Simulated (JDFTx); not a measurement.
**BeTe under changes of volume**

One of the cells (21.254 Å³/atom); the others are scaled copies at fixed shape and fractional positions:

```
Te Be
1.0
     0.00000    2.77000    2.77000
     2.77000    0.00000    2.77000
     2.77000    2.77000    0.00000
Te Be
1 1
Direct
  0.75000 0.75000 0.75000
  0.00000 0.00000 0.00000
```

* Program: JDFTx 1.7.0 (patched build)
* Functional: PBEsol
* Potentials or basis: PseudoDojo-SR-PBEsol-0.4.1-standard with smoothed tails
* Cutoff: 1197 eV
* Density cutoff: 9578 eV
* k mesh: 8 × 8 × 8
* Occupations: fermi-dirac, width 0.05 eV
* Spin: no spin polarisation

```csv
volume (Å³/atom),energy over the lowest point (meV/atom),pressure (GPa),gap on the mesh (eV)
19.979,43.69,7.3,1.58
20.404,?,?,?
20.829,14.27,3.9,1.70
21.254,5.91,2.4,1.75
21.679,1.27,1.1,1.80
22.104,0.00,-0.1,1.85
22.529,1.79,-1.2,1.90
```

Task: What does the run at 20.404 Å³/atom give?

Result: Energy over the lowest point 26.72 meV/atom; pressure 5.5 GPa; gap on the mesh 1.64 eV.

Worked out: A Birch-Murnaghan fit of order 3 (a polynomial in V^(-2/3)) to the other rows has its minimum at 22.06 Å³/atom with B0 = V·E''(V) = 60 GPa and B' = 4.0. It gives 26.72 meV/atom at 20.404 Å³/atom, against the run's 26.72, and -dE/dV = 5.5 GPa, against 5.5. A straight line through the other rows of the gap, of slope 2.64 eV per unit of ln V, gives 1.64 eV, against the run's 1.64.

Energies are extrapolated to zero smearing.

Caveats: spin-orbit coupling is left out, which moves the levels of the heavy elements.

A mesh can miss the band edges.
